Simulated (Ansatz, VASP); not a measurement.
## Two plane-wave programs on HfN

```
CELL_PARAMETERS angstrom
0.00000 2.23548 2.23548
2.23548 0.00000 2.23548
2.23548 2.23548 0.00000
ATOMIC_POSITIONS crystal
Hf 0.00000 0.00000 0.00000
N 0.50000 0.50000 0.50000
```

Alike in both runs: functional PBE; k mesh 18 × 18 × 18; occupations methfessel-paxton of order 1, width 0.1 eV; no spin polarisation.

Ansatz relaxed the structure, and its values are those at the end. VASP's run is a single point on that final structure, the one shown.

```csv
,VASP,Ansatz
version,VASP 6.6.1,Ansatz 0.2.0
potentials or method,"VASP PAW PBE potentials, release 64 (Hf_pv, N)","scalar-relativistic, plane waves, PAW"
plane-wave cutoff (eV),520,420
valence electrons in the cell,15,31
```

|  | VASP | Ansatz | Ansatz less VASP |
| --- | --- | --- | --- |
| gap on the k mesh at the Fermi level (eV) | none | none | - |
| pressure (GPa) | 12.5 | 15.0 | +2.48 |

A gap of «none» marks a metal or a gap that the smearing closes. The two sets of potentials don't hold the same shells in valence.

The runs have no spin-orbit coupling, so splittings on Hf are missing.
